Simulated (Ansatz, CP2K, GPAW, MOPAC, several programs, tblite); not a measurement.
**What each method gives for MgI2 (CdCl2 type)**

MgI2 built on the CdCl2 prototype, relaxed with r2SCAN+rVV10 in Ansatz, was computed with several methods. Space group R-3m (No. 166), trigonal; a = 4.157 Å, c = 20.677 Å in the conventional setting, 34.39 Å³ an atom. Mg is surrounded by 6 I at 2.92 Å; I is surrounded by 3 Mg at 2.92 Å. The structure was generated, not taken from experiment, and needn't be the ground state; spin polarisation is off.

```
Mg I
1.0
     2.07868    1.20013    6.89235
    -2.07868    1.20013    6.89235
     0.00000   -2.40025    6.89235
Mg I
1 2
Direct
  0.00000 0.00000 0.00000
  0.25269 0.25269 0.25269
  0.74731 0.74731 0.74731
```

Gaps and times are for a single point on this cell; volume and bulk modulus come from each method's own relaxation or energy curve at fixed shape, which is too stiff where a cell has free coordinates or axes. Times are rough, from shared hosts (Arm Neoverse N1), and each method has its own mesh and cell size. A double dagger marks a value from a curve with shape and coordinates held. A star marks a curve whose lowest point is an end point. PM6 (MOPAC), PM7 (MOPAC), GFN1-xTB (tblite), GFN2-xTB (tblite) treat a cluster of cells at its zone centre, which samples few k points: where these miss a band edge, the gap comes out too large for that reason alone. Gaps from k meshes are read at a limited set of points (mesh, symmetry points, PBE's band edges), so each method's own least gap may be somewhat smaller. xTB and the PM methods were fitted mostly to molecules, and can miss a solid's gap by electronvolts. Minimal bases can be far off for gaps. Curves at held shape can't give the bulk modulus of a layered or molecular crystal, so none is listed. GLLB-SC's gap includes the derivative discontinuity. d marks a direct gap, i an indirect one (no mark: not told apart), a dash a value that wasn't computed or didn't pass its checks.

```json
{"method": "light PBE (260 eV and a coarse mesh)", "kind": "light plane-wave", "gap (eV)": "3.27 i", "own volume (Å³/atom)": "–", "bulk modulus (GPa)": "–", "atoms computed": "3", "processor time": "2.9 s"}
{"method": "GFN1-xTB (tblite)", "kind": "tight binding", "gap (eV)": "2.69", "own volume (Å³/atom)": "36.31‡", "bulk modulus (GPa)": "–", "atoms computed": "81", "processor time": "6.3 s"}
{"method": "PBE/single zeta (GPAW)", "kind": "small basis", "gap (eV)": "3.58 d", "own volume (Å³/atom)": "–", "bulk modulus (GPa)": "–", "atoms computed": "3", "processor time": "10 s"}
{"method": "GFN2-xTB (tblite)", "kind": "tight binding", "gap (eV)": "4.62", "own volume (Å³/atom)": "37.87*‡", "bulk modulus (GPa)": "–", "atoms computed": "81", "processor time": "13 s"}
{"method": "PM7 (MOPAC)", "kind": "semi-empirical", "gap (eV)": "9.39", "own volume (Å³/atom)": "–", "bulk modulus (GPa)": "–", "atoms computed": "81", "processor time": "14 s"}
{"method": "PM6 (MOPAC)", "kind": "semi-empirical", "gap (eV)": "5.84", "own volume (Å³/atom)": "–", "bulk modulus (GPa)": "–", "atoms computed": "81", "processor time": "19 s"}
{"method": "PBE", "kind": "semilocal", "gap (eV)": "3.27 i", "own volume (Å³/atom)": "–", "bulk modulus (GPa)": "–", "atoms computed": "3", "processor time": "19 s"}
{"method": "r2SCAN", "kind": "semilocal", "gap (eV)": "3.85 i", "own volume (Å³/atom)": "–", "bulk modulus (GPa)": "–", "atoms computed": "3", "processor time": "53 s"}
{"method": "PBE/SZV (CP2K)", "kind": "small basis", "gap (eV)": "2.74 d", "own volume (Å³/atom)": "–", "bulk modulus (GPa)": "–", "atoms computed": "3", "processor time": "56 s"}
{"method": "PBE/DZVP (CP2K)", "kind": "small basis", "gap (eV)": "3.20 i", "own volume (Å³/atom)": "–", "bulk modulus (GPa)": "–", "atoms computed": "3", "processor time": "71 s"}
{"method": "GLLB-SC (GPAW)", "kind": "model potential", "gap (eV)": "5.68", "own volume (Å³/atom)": "–", "bulk modulus (GPa)": "–", "atoms computed": "3", "processor time": "3.1 min"}
```

Against r2SCAN (3.85 eV) and with closed or daggered gaps left aside, the nearest gap at the points sampled is that of PBE/single zeta (GPAW) (-0.27 eV) and the farthest that of PM7 (MOPAC) (+5.54 eV). r2SCAN is only a yardstick of convenience: semilocal gaps usually lie below measured ones, which GLLB-SC and hybrids aim to mend.

No spin-orbit coupling is included; it can move band edges with weight on the heavy atoms by tenths of an eV.
